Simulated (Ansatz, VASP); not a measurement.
## P: VASP beside Ansatz

POSCAR

```
P
1.0
    0.0000000000      2.4364133565      2.4364133565
    2.4364133565      0.0000000000      2.4364133565
    2.4364133565      2.4364133565      0.0000000000
P
1
Direct
    0.0000000000      0.0000000000      0.0000000000
```

Contents of INCAR.step1:

```
  PREC = Accurate
  ENCUT = 600
  ISMEAR = 0
  SIGMA = 0.1
  LREAL = False
  LASPH = True
  NELM = 100
  GGA = PE
  ALGO = Normal
  EDIFF = 1E-4
  LWAVE = True
  LCHARG = False
```

The input INCAR.step2:

```
  PREC = Accurate
  ENCUT = 600
  EDIFF = 1E-6
  ISMEAR = 0
  SIGMA = 0.1
  LREAL = False
  LASPH = True
  NELM = 100
  ALGO = Normal
  ISIF = 3
  LWAVE = False
  LCHARG = False
  METAGGA = R2SCAN
  LMIXTAU = True
  IBRION = 2
  NSW = 90
  EDIFFG = -0.04
  ISTART = 1
```

File KPOINTS:

```
Automatic mesh
0
Gamma
  6 6 6
```

Input for Ansatz:

```yaml
crystal:
  lattice:
    - [0.0, 2.4364133565, 2.4364133565]
    - [2.4364133565, 0.0, 2.4364133565]
    - [2.4364133565, 2.4364133565, 0.0]
  atoms:
    - { symbol: P, position: [0.0, 0.0, 0.0] }
basis:
  ecutwfc: 500
kpoints:
  mp_grid: { grid: [6, 6, 6] }
hamiltonian:
  xc: r2scan
scf:
  occupations: { method: gaussian, width: 0.1 }
  lower_state_search: "off"
output:
  forces: true
  stress: true
  eigenvalues: true
relax:
  adjacent_minimum: "off"
  f_tol: 0.04
  max_steps: 70
  cell: { stress_tol: 0.4 }
```

Alike in both runs: task relaxation of cell and atoms; functional r2SCAN; k mesh 6 × 6 × 6; occupations gaussian, width 0.1 eV; no spin polarisation.

|  | VASP | Ansatz |
| --- | --- | --- |
| version | VASP 6.6.1 | Ansatz 0.2.0 |
| potentials or method | VASP PAW PBE potentials, release 64 (P) | scalar-relativistic, plane waves, PAW |
| plane-wave cutoff (eV) | 600 | 500 |
| valence electrons in the cell | 5 | 5 |

|  | VASP | Ansatz | Ansatz less VASP |
| --- | --- | --- | --- |
| gap on the k mesh at the Fermi level, each at its own relaxed structure (eV) | none | none | - |
| relaxed volume (Å³/atom) | 14.05 | 14.08 | +0.026 |
| relaxed cell length with the largest relative difference (Å) | 2.709 | 2.710 | +0.0017 |
| energy change over the relaxation (meV/atom) | -1341 | -1344 | -3.0 |

A gap of «none» marks a metal or a gap that the smearing closes.

Caveats: the k mesh is coarse (spacing up to 0.37 Å⁻¹), so the values aren't converged; the volume moved by over 15 % at a fixed basis, so the end points are rough (VASP); the PAW data sets were made with another functional, which shifts forces and pressure a little (VASP).
